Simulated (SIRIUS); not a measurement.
Crystal: PbS.

```
Pb S
1.0
     4.08970    0.00000    0.00000
    -2.04485    3.54178    0.00000
     0.00000    0.00000    3.78817
Pb S
1 1
Direct
  0.00000 0.00000 0.00000
  0.66667 0.33333 0.50000
```

Measurements of this composition are mostly on another form, of space group No. 225.

```yaml
Program: SIRIUS 7.10.0
Task: single point
Functional: PBE
Potentials_or_basis: PseudoDojo 0.4.1 PBE standard (scalar relativistic)
Cutoff: 765 eV
Density_cutoff: 3061 eV
k_mesh: 8 × 8 × 7
Occupations: fermi-dirac, width 0.05 eV
Spin: no spin polarisation
```

On this cell: pressure 0.1 GPa; largest force under 0.003 eV/Å; band gap on the k mesh 0.21 eV.

The same run follows on a disturbed copy (atoms moved at random, drawn with an rms of 0.05 Å):

```xyz
2
Lattice="4.0897 0.0000 0.0000 -2.0448 3.5418 0.0000 0.0000 0.0000 3.7882" Properties=species:S:1:pos:R:3 pbc="T T T"
Pb    0.0310    0.0111   -0.0069
S     2.0037    1.1295    1.9106
```

Q: What changes?

A: The energy moves by +3.8 meV/atom; pressure 0.2 GPa; largest force 0.165 eV/Å; band gap on the k mesh 0.11 eV.

Forces on the atoms (eV/Å):
```
Pb  -0.124 -0.107 -0.022
S    0.124  0.106  0.022
```

Stress tensor (GPa, compression positive):
```
 0.16 -0.01 -0.05
-0.01  0.14 -0.04
-0.05 -0.04  0.24
```

Caveats: spin-orbit coupling is left out, which as a rule narrows the gap of such compounds by several tenths of an eV; an odd mesh through Γ misses points on the zone boundary, where band edges often lie.
